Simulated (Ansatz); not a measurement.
# TiSi in Ansatz: the effect of Hubbard term

The system is TiSi.

```xyz
2
Lattice="1.8162 -2.1176 0.0000 1.8162 2.1176 0.0000 0.0000 0.0000 3.8039" Properties=species:S:1:pos:R:3 pbc="T T T"
Ti    1.8162    0.0000    0.0000
Si    0.0000    0.0000    1.9020
```

The cell comes from a database or a generator and needn't be the stable form of this composition.

Alike in all runs:

```yaml
Program: Ansatz 0.2.0
Task: projected density of states
Functional: PBEsol
Potentials_or_basis: Ansatz PAW
Cutoff: "420 eV (not typed: the program's choice for these potentials)"
k_mesh: 10 × 10 × 7
Occupations: fermi-dirac, width 0.05 eV
Spin: no spin polarisation
Hubbard_projectors: ortho-atomic (the default)
Double_counting: fll (the default)
```

```csv
Hubbard term,pressure (GPa)
none,-4.3
Ti d U = 1 eV,-3.0
Ti d U = 2 eV,-1.6
Ti d U = 3 eV,0.2
Ti d U = 4 eV,?
Ti d U = 5 eV,5.2
Ti d U = 6 eV,8.5
Ti d U = 8 eV,18.1
```

Question: What does the run with Hubbard term Ti d U = 4 eV give?

Answer: Pressure 2.4 GPa.

Worked out: A parabola through the other rows of the pressure, of slope 2.72 GPa per eV there, gives 2.4 GPa, against the run's 2.4.

Caveats: the PAW data sets come from PBE, with cores solved anew for the run's functional, which leaves a small shift of forces and pressure; U without spin polarisation on a metal has little footing (some runs); the U is typed as a test and isn't derived for this compound (some runs).
